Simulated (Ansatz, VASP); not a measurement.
# InAs in two plane-wave programs, part 3 of 3

One calculation is typed for both programs; each brings its own data sets. How far apart do they land? The structure shown is the start of the Ansatz relaxation below; VASP solves that cell, so the two are compared at the walk's first step.

VASP 6.6.1 and Ansatz 0.2.0.

So far: Set-up; Ansatz: relaxation, PBEsol; VASP: single point, PBEsol, start cell.

### 3. VASP: single point, PBEsol, start cell (continued)

Level of this step: PBEsol; plane waves and PAW (As, In_d) (VASP).

Numbers of over 12 decimals in the logs are rounded to 6 here.

From OUTCAR (step 3):

```text
ion  position               nearest neighbor table
   1  0.748  0.748  0.748-   2 2.64   2 2.69   2 2.69   2 2.69
   2  0.002  0.002  0.002-   1 2.64   1 2.69   1 2.69   1 2.69

  LATTYP: Found a trigonal (rhomboedric) cell.
 ALAT       =     4.3137156929
 COS(alpha) =     0.4718401251

 Subroutine GETGRP returns: Found  6 space group operations
 (whereof  6 operations were pure point group operations)

The static configuration has the point symmetry C_3v.

   k-points           NKPTS =   1728   k-points in BZ     NKDIM =   1728   number of bands    NBANDS=     15

   dimension x,y,z NGX =    28 NGY =   28 NGZ =   28
   dimension x,y,z NGXF=    56 NGYF=   56 NGZF=   56

   ENCUT  =  400.0 eV  29.40 Ry    5.42 a.u.   7.03  7.03  7.03*2*pi/ulx,y,z

   NELECT =      18.0000    total number of electrons

 k-points in reciprocal lattice and weights: Points of the shifted mesh
   0.04166667  0.04166667  0.04166667       0.001
   0.04166667  0.04166667  0.12500000       0.001
   0.04166667  0.04166667  0.20833333       0.001
   0.04166667  0.04166667  0.29166667       0.001
   0.04166667  0.04166667  0.37500000       0.001
   0.04166667  0.04166667  0.45833333       0.001
   0.04166667  0.04166667  0.54166667       0.001
   0.04166667  0.04166667  0.62500000       0.001
   0.04166667  0.04166667  0.70833333       0.001
[...]
0.95833333  0.95833333  0.87500000       0.001
   0.95833333  0.95833333  0.95833333       0.001

 average (electrostatic) potential at core
       1 -50.1047       2 -97.0013

 E-fermi :   3.8735

 k-point     1 :       0.0417    0.0417    0.0417
  band No.  band energies     occupation
    ...
      5     -10.3846      2.00000
      6      -7.7374      2.00000
      7       2.8299      2.00000
      8       3.6325      2.00000
      9       3.6325      2.00000
     10       4.0401      0.00000
     11       7.4514      0.00000
     12       7.4514      0.00000
     13       7.8250      0.00000
     14      10.9795      0.00000
    ...

 k-point     2 :       0.0417    0.0417    0.1250
  band No.  band energies     occupation
    ...
      5     -10.3838      2.00000
      6      -7.6518      2.00000
      7       2.0143      2.00000
      8       3.5398      2.00000
      9       3.5984      2.00000
     10       4.4882      0.00000
     11       7.4802      0.00000
     12       7.5325      0.00000
     13       8.0581      0.00000
     14      11.4910      0.00000
    ...

 k-point     3 :       0.0417    0.0417    0.2083
  band No.  band energies     occupation
    ...
      5     -10.3826      2.00000
      6      -7.4509      2.00000
      7       0.9188      2.00000
      8       3.3222      2.00000
      9       3.4342      2.00000
     10       4.8314      0.00000
     11       7.6886      0.00000
     12       7.8030      0.00000
     13       8.5044      0.00000
     14      11.7369      0.00000
    ...

  Total       -0.8398866     -0.8398866     -0.8398866      0.3744458      0.3744458      0.3744458
  in kB      -22.7666348    -22.7666348    -22.7666348     10.1500269     10.1500269     10.1500269
  external PRESSURE =     -22.7666348 kB  Pullay stress =       0.0000000 kB

  energy-cutoff  :      400.00
  volume of cell :       59.11
      direct lattice vectors                 reciprocal lattice vectors
    -0.085315000  3.049661000  3.049661000    -0.157228309  0.161753399  0.161753399
     3.049661000 -0.085315000  3.049661000     0.161753399 -0.157228309  0.161753399
     3.049661000  3.049661000 -0.085315000     0.161753399  0.161753399 -0.157228309

 POSITION                                       TOTAL-FORCE (eV/Angst)
 -----------------------------------------------------------------------------------
      4.49997      4.49997      4.49997        -0.037507     -0.037507     -0.037507
      0.01053      0.01053      0.01053         0.037507      0.037507      0.037507
 -----------------------------------------------------------------------------------
    total drift:                               -0.000202     -0.000202     -0.000202

  FREE ENERGIE OF THE ION-ELECTRON SYSTEM (eV)
  ---------------------------------------------------
  free  energy   TOTEN  =        -8.4571614651 eV

  energy  without entropy=       -8.4571614651  energy(sigma->0) =       -8.45716147

 total charge
# of ion       s       p       d       tot
------------------------------------------
    1        1.230   1.515   0.019   2.764
    2        0.851   0.674   9.880  11.404
--------------------------------------------------
tot          2.081   2.189   9.899  14.169

[... 3 further parts left out ...]
```

The run ends at a pressure of -2.28 GPa, with forces up to 0.065 eV/Å.

### 4. Side by side

Known differences besides the potentials themselves: the data sets hold 28 valence electrons in Ansatz (on its PAW soft_1 files) and 18 in VASP; the cutoff is 420 eV in Ansatz and 400 eV in VASP; Ansatz makes its cores anew for this functional, VASP keeps those of its PBE data sets. Total energies have different zeros and are not compared.

Forces (eV/Å; atoms numbered as in POSCAR):

```
atom          Ansatz x, y, z            VASP x, y, z
 As1  -0.037, -0.037, -0.037  -0.038, -0.038, -0.038
 In2     0.037, 0.037, 0.037     0.038, 0.038, 0.038
```

The forces differ by 0.7 meV/Å r.m.s., which is 1.8 % of the r.m.s. force of 0.038 eV/Å (both taken over all components).

### 5. Results

```yaml
r_m_s_force_difference_single_point_pbesol_start_cell: 0.69 meV/Å
```

**Reading.** The r.m.s. force difference is 0.69 meV/Å (single point, PBEsol, start cell), within the 12 meV/Å picked in this series as the mark of a large difference. The data sets hold unlike numbers of valence electrons (28 in Ansatz and 18 in VASP), so part of the differences comes from the potentials. Such differences can come from data sets, numerical settings and the points named under the comparisons, not from the functional's error against experiment.

[Lines on the potential files, build, host, timing and source positions are cut from VASP's logs without a mark.]

[Logs are printed without paths, hosts, clocks, repeated set-up lines and the standing remarks that a program may print on its own settings, such as how far it seeks lower states.]

[Hosts, paths, dates, database ids (printed as entryN), source tags and the programs' standing remarks are cut or masked in the printed files.]
